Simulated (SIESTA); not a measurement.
SiC (Moissanite):

```
CELL_PARAMETERS angstrom
3.07600 0.00000 0.00000
-1.53800 2.66389 0.00000
0.00000 0.00000 5.04800
ATOMIC_POSITIONS crystal
Si 0.66667 0.33333 0.50000
Si 0.33333 0.66667 0.00000
C 0.66667 0.33333 0.88500
C 0.33333 0.66667 0.38500
```

Base run:

```yaml
Program: SIESTA 5.4.2
Functional: PBEsol
Potentials_or_basis: PseudoDojo 0.4 standard (PBEsol files)
Basis: DZP (energy shift 0.002 Ry)
Grid_cutoff: 500 Ry
Energy_shift: 0.002 Ry
k_mesh: 10 × 10 × 5
Occupations: fermi-dirac, width 0.05 eV
Spin: no spin polarisation
```

Its results: band gap on the k mesh 2.29 eV, indirect (least direct gap 3.96 eV); pressure 3.7 GPa; largest force 0.839 eV/Å.

The run is repeated on the same cell with these changes: functional from PBEsol to LDA; potentials or basis from PseudoDojo 0.4 standard (PBEsol files) to PseudoDojo 0.4 standard (LDA files). What comes out?

Band gap on the k mesh 2.34 eV, indirect (least direct gap 3.99 eV); pressure -1.3 GPa; largest force 0.814 eV/Å.

Caveats: the mesh misses the band edges, which the band path finds closer together; the basis of atomic orbitals isn't converged, which shifts pressures, moduli and gaps.
